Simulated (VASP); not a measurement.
Input of a VASP 6.6.1 run:

Contents of POSCAR:

```
C
1.0
    2.5221000000      0.0000000000      0.0000000000
   -1.2610500000      2.1842026709      0.0000000000
    0.0000000000      0.0000000000     12.3557000000
C
12
Direct
    0.6666666667      0.3333333333      0.3541700000
    0.3333333333      0.6666666667      0.8541700000
    0.6666666667      0.3333333333      0.1458300000
    0.3333333333      0.6666666667      0.6458300000
    0.6666666667      0.3333333333      0.4791700000
    0.3333333333      0.6666666667      0.9791700000
    0.6666666667      0.3333333333      0.0208300000
    0.3333333333      0.6666666667      0.5208300000
    0.0000000000      0.0000000000      0.8125000000
    0.0000000000      0.0000000000      0.3125000000
    0.0000000000      0.0000000000      0.6875000000
    0.0000000000      0.0000000000      0.1875000000
```

Contents of INCAR.step1:

```
SYSTEM = C
PREC = Accurate
ENCUT = 520
EDIFF = 1E-5
ISMEAR = 0
SIGMA = 0.02
LREAL = .FALSE.
LASPH = .TRUE.
NELM = 80
ALGO = Normal
ISIF = 2
LWAVE = .TRUE.
LCHARG = .FALSE.
GGA = PE
KPAR = 2
```

INCAR.step2

```
SYSTEM = C
PREC = Accurate
ENCUT = 520
EDIFF = 1E-6
ISMEAR = 0
SIGMA = 0.02
LREAL = .FALSE.
LASPH = .TRUE.
NELM = 80
ALGO = Normal
ISIF = 2
LWAVE = .FALSE.
LCHARG = .FALSE.
METAGGA = MBJ
ISTART = 1
KPAR = 2
```

The input KPOINTS:

```
regular mesh
0
G
  12 12 4
  0 0 0
```

Contents of KPOINTS_OPT:

```
path GMKGALHA,LM,KH
10
line-mode
reciprocal
 0.0000000000  0.0000000000  0.0000000000  G
 0.5000000000  0.0000000000  0.0000000000  M

 0.5000000000  0.0000000000  0.0000000000  M
 0.3333333333  0.3333333333  0.0000000000  K

 0.3333333333  0.3333333333  0.0000000000  K
 0.0000000000  0.0000000000  0.0000000000  G

 0.0000000000  0.0000000000  0.0000000000  G
 0.0000000000  0.0000000000  0.5000000000  A

 0.0000000000  0.0000000000  0.5000000000  A
 0.5000000000  0.0000000000  0.5000000000  L

 0.5000000000  0.0000000000  0.5000000000  L
 0.3333333333  0.3333333333  0.5000000000  H

 0.3333333333  0.3333333333  0.5000000000  H
 0.0000000000  0.0000000000  0.5000000000  A

 0.5000000000  0.0000000000  0.5000000000  L
 0.5000000000  0.0000000000  0.0000000000  M

 0.3333333333  0.3333333333  0.0000000000  K
 0.3333333333  0.3333333333  0.5000000000  H
```

Potentials or basis: VASP PAW PBE potentials, release 64 (C).

The run is started by

```sh
$ cat potpaw_PBE.64/C/POTCAR > POTCAR
$ cp INCAR.step1 INCAR
$ mpirun -np 2 vasp_std > vasp.out
$ cp INCAR.step2 INCAR
$ mpirun -np 2 vasp_std > vasp.out
```

Question: What does it give for the band gap along the path?

Answer: 5.16 eV, indirect (least direct gap 6.31 eV).

Question: What does it give for the band gap on the k mesh?

Answer: 5.18 eV, indirect (least direct gap 6.31 eV).

Levels at the corners of the path, in eV from the valence-band top:
| point | band 21 | band 22 | band 23 | band 24 | band 25 | band 26 | band 27 | band 28 |
| --- | --- | --- | --- | --- | --- | --- | --- | --- |
| Γ | -0.92 | -0.15 | 0.00 | 0.00 | 6.31 | 6.31 | 6.70 | 7.37 |
| M | -3.94 | -3.93 | -3.50 | -2.80 | 5.34 | 5.94 | 6.11 | 6.44 |
| M | -3.94 | -3.93 | -3.50 | -2.80 | 5.34 | 5.94 | 6.11 | 6.44 |
| K | -5.80 | -4.65 | -4.41 | -4.41 | 6.61 | 6.61 | 7.13 | 9.74 |
| K | -5.80 | -4.65 | -4.41 | -4.41 | 6.61 | 6.61 | 7.13 | 9.74 |
| Γ | -0.92 | -0.15 | 0.00 | 0.00 | 6.31 | 6.31 | 6.70 | 7.37 |
| Γ | -0.92 | -0.15 | 0.00 | 0.00 | 6.31 | 6.31 | 6.70 | 7.37 |
| A | -0.30 | -0.30 | -0.30 | -0.30 | 6.70 | 6.70 | 6.70 | 6.70 |
| A | -0.30 | -0.30 | -0.30 | -0.30 | 6.70 | 6.70 | 6.70 | 6.70 |
| L | -3.66 | -3.66 | -3.14 | -3.14 | 5.52 | 5.52 | 6.70 | 6.70 |
| L | -3.66 | -3.66 | -3.14 | -3.14 | 5.52 | 5.52 | 6.70 | 6.70 |
| H | -5.14 | -5.14 | -4.62 | -4.62 | 6.89 | 6.89 | 8.01 | 8.01 |
| H | -5.14 | -5.14 | -4.62 | -4.62 | 6.89 | 6.89 | 8.01 | 8.01 |
| A | -0.30 | -0.30 | -0.30 | -0.30 | 6.70 | 6.70 | 6.70 | 6.70 |
| L | -3.66 | -3.66 | -3.14 | -3.14 | 5.52 | 5.52 | 6.70 | 6.70 |
| M | -3.94 | -3.93 | -3.50 | -2.80 | 5.34 | 5.94 | 6.11 | 6.44 |
| K | -5.80 | -4.65 | -4.41 | -4.41 | 6.61 | 6.61 | 7.13 | 9.74 |
| H | -5.14 | -5.14 | -4.62 | -4.62 | 6.89 | 6.89 | 8.01 | 8.01 |
